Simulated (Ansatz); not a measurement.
BP (F-43m): volume and gaps against pressure

```
CELL_PARAMETERS angstrom
2.26007 2.26007 0.00000
-2.26007 2.26007 0.00000
0.00000 2.26007 2.26007
ATOMIC_POSITIONS crystal
B 0.00000 0.00000 0.00000
P 0.75000 0.25000 0.50000
```

This is the zero-pressure cell under PBEsol. Cell and atoms are relaxed by PAW (default files of Ansatz 0.2.0, cutoff 420 eV, stress met within about 0.05 GPa) at each pressure, in this structure whether or not another phase would take over; P is the pressure reached, less that of this cell. Levels come from PBEsol, all-electron LAPW in Ansatz 0.2.0, scalar-relativistic; k mesh 8×8×8, fixed occupations, basis error target 0.5 meV/atom. Conduction levels are in eV over the valence top (at Γ), at fixed fractional wave vectors («min» is a refined band extremum of the unstrained crystal off the named points). Zone-centre phonons come from finite displacements by PAW, without the LO-TO term.

```tsv
P (GPa)	V/V₀	min	X	Γ	L	T2 TO (cm⁻¹)
-1.97	1.0121	1.132	1.232	3.364	3.725	801.7
0.00	1.0000	1.115	1.209	3.383	3.797	811.4
2.00	0.9886	1.099	1.186	3.400	3.865	820.8
3.97	0.9779	1.084	1.165	3.418	3.931	829.8
6.95	0.9626	1.062	1.134	3.445	4.027	842.9
10.00	?	?	?	?	?	?
15.00	0.9263	1.007	1.055	3.515	4.266	875.7
```

Problem. Fit the third-order Birch-Murnaghan equation to the rows shown.

Solution. With f = [(V₀/V)^(2/3) − 1]/2, the normalised pressure F = P/[3f(1 + 2f)^(5/2)] is 168.1 GPa at f = -0.0040, 171.1 GPa at f = 0.0038, 170.0 GPa at f = 0.0075, 169.3 GPa at f = 0.0129, 168.2 GPa at f = 0.0262. The line F = B₀[1 + (3/2)(B′ − 4)f] gives B₀ = 169.6 GPa and B′ = 3.9.

Problem. What are the volume deformation potentials and pressure coefficients of these levels at zero pressure?

Solution. 

```
level  dE/dlnV (eV)  dE/dP = −(dE/dlnV)/B₀ (meV/GPa)  mean slope up to 2.0 GPa (meV/GPa)
  min          1.38                             -8.1                                -7.9
    X          1.93                            -11.4                               -11.1
    Γ         -1.54                              9.1                                 9.0
    L         -5.99                             35.3                                34.3
```

dE/dlnV is the slope of a cubic fit in ln V at V₀. The last column is read from two rows and shows how the slope bends with pressure.

Problem. What mode Grüneisen parameters follow?

Solution. γ = −d ln ω/d ln V at V₀ from a quadratic fit in ln V: T2 1.01.

Problem. What belongs in the row at 10.00 GPa?

Solution. The fits give V/V₀ = 0.9482 and min = 1.041 eV. Computed: V/V₀ = 0.9481, min = 1.041, X = 1.103, Γ = 3.471, L = 4.121, T2 TO (cm⁻¹) = 855.8.

Caveats: no other phase was computed; many crystals of this kind change structure within this range, and rows or crossings beyond such a change describe a metastable lattice; the frozen-core PAW files of the relaxations were fitted under PBE, their cores solved anew for this functional; semilocal gaps are low, and the spacing of valleys can be off by tenths of an eV; levels are read at fixed fractional k, so an edge that moves off these points is missed.
